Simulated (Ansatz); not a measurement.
AlPt, 2 atoms in the cell. The structure is cubic, space group Pm-3m (No. 221). The conventional cell has a = 3.092 Å, b = 3.092 Å, c = 3.092 Å, α = 90.00°, β = 90.00°, γ = 90.00°. Pt (site symmetry m-3m) has 8 Al at 2.68 Å as nearest neighbours. Al (site symmetry m-3m) is surrounded by 8 Pt at 2.68 Å. Measurements of this composition are mostly on another form, of space group No. 198.

```yaml
Program: Ansatz 0.2.0
Task: relaxation of cell and atoms
Functional: PBEsol0
Potentials_or_basis: Ansatz PAW
Cutoff: "420 eV (not typed: the program's choice for these potentials)"
k_mesh: 5 × 5 × 5
Occupations: fermi-dirac, width 0.05 eV
Spin: no spin polarisation
```

Hardware: 1 × NVIDIA H100 80GB HBM3 with 2 threads of AMD EPYC 7R13 Processor (Zen 3) (shared host).

Problem. How long does it take, and how much memory?

Solution. Wall time 32 s on 1 × NVIDIA H100 80GB HBM3 with 2 threads of AMD EPYC 7R13 Processor (Zen 3), on a shared host, peak memory 1.7 GiB. Counts: scf iterations 88, plane waves 515, k points 10, bands 15, ion steps 5.
